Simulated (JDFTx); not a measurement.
Here is a JDFTx 1.7.0 (patched build) calculation.

Contents of SnO2.in:

```
lattice \
    8.9535223785     0.0000000000     0.0000000000 \
    0.0000000000     8.9535223785     0.0000000000 \
    0.0000000000     0.0000000000     6.0216122961
coords-type Lattice
ion Sn     0.5000000000     0.5000000000     0.5000000000 1
ion Sn     0.0000000000     0.0000000000     0.0000000000 1
ion O      0.8071000000     0.1929000000     0.5000000000 1
ion O      0.6929000000     0.6929000000     0.0000000000 1
ion O      0.1929000000     0.8071000000     0.5000000000 1
ion O      0.3071000000     0.3071000000     0.0000000000 1

ion-species pseudo/Sn.upf
ion-species pseudo/O.upf
elec-cutoff 42 336
elec-ex-corr gga-PBEsol
kpoint-folding 6 6 8
elec-smearing Fermi 0.0018374661
elec-n-bands 34
electronic-SCF nIterations 100 energyDiffThreshold 1e-09
electronic-minimize nIterations 30 energyDiffThreshold 1e-7
converge-empty-states yes
forces-output-coords Cartesian

dump-name run.$VAR
dump End Ecomponents EigStats BandEigs Kpoints Forces Stress ElecDensity Dtot KEdensity
```

Potentials or basis: PseudoDojo-SR-PBEsol-0.4.1-standard with smoothed tails.

The run is started by

```console
$ jdftx -c 1 -i SnO2.in -o SnO2.out
```

Question: Predict the Loewdin charges.

Answer: Sn +1.69; O -0.79 e.

Question: Estimate the band gap on the k mesh.

Answer: 1.16 eV, direct.

Question: What does it give for the pressure?

Answer: 6.0 GPa.

Forces on the atoms (eV/Å):
```
Sn   0.000  0.000  0.000
Sn   0.000  0.000  0.000
O   -0.155  0.155  0.000
O    0.155  0.155  0.000
O    0.155 -0.155  0.000
O   -0.155 -0.155  0.000
```

Caveat: the empty levels aren't tightly converged; spin-orbit coupling is left out, which moves the levels of the heavy elements. As with any semilocal functional, this PBEsol gap is likely too small.
